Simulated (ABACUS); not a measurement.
Runs of ABACUS 3.10.1 on RbBr. The structure is cubic, space group Fm-3m (No. 225). The conventional cell has a = 6.854 Å, b = 6.854 Å, c = 6.854 Å, α = 90.00°, β = 90.00°, γ = 90.00°. Rb (site symmetry m-3m) is surrounded by 6 Br at 3.43 Å. Br (site symmetry m-3m) is surrounded by 6 Rb at 3.43 Å. 

```csv
task,level,potentials or basis,spin,cell,k mesh,cutoff (eV),SCF threshold on the density,eigensolver,mixing share,symmetry key,max steps of the relaxation,gap on the mesh (eV),pressure (GPa),relaxed volume (Å³/atom)
single point,PBE,"PseudoDojo NC FR 0.4 PBE stringent, DZP LCAO (the cutoffs set its grid)","SOC, no magnetisation",as given,4 × 4 × 4,1361,1e-07,genelpa,0.4,0,-,(a),0.9,-
relaxation of cell and atoms,LDA,"GBRV ultrasoft 1.5 LDA, plane waves",off,relaxed,6 × 6 × 6,544,1e-08,dav,0.7,1,60,(b),0.0,36.89
single point,r2SCAN,"SG15 ONCV 1.2 PBE, plane waves",off,as given,4 × 4 × 4,939,1e-08,dav,0.7,1,-,4.84,0.5,-
relaxation of cell and atoms,r2SCAN,"SG15 ONCV 1.2 PBE, plane waves",off,relaxed,4 × 4 × 4,939,1e-08,dav,0.7,1,60,4.76,0.0,41.54
single point,LDA,"GBRV ultrasoft 1.5 LDA, plane waves",off,as given,6 × 6 × 6,544,1e-08,dav,0.7,1,-,3.95,(c),-
```

Alike in all rows: smearing fermi-dirac 0.05 eV.

Task: Estimate the missing entries.

Result: (a) 4.37; (b) 4.17; (c) -1.3.

Caveats: the potentials were made for another functional, which shifts forces and pressure (some runs); the atomic orbitals were generated for these runs and aren't a published set (some runs); the orbitals of K, Rb and Cs are too short, which can make volumes 7 to 10 % small (some runs); the basis of atomic orbitals isn't converged, which shifts pressures, moduli and gaps (some runs).

A k mesh can miss the band edges, and rows without SOC leave out spin-orbit coupling on Br, Rb.

The runs don't all hold the same shells in valence.
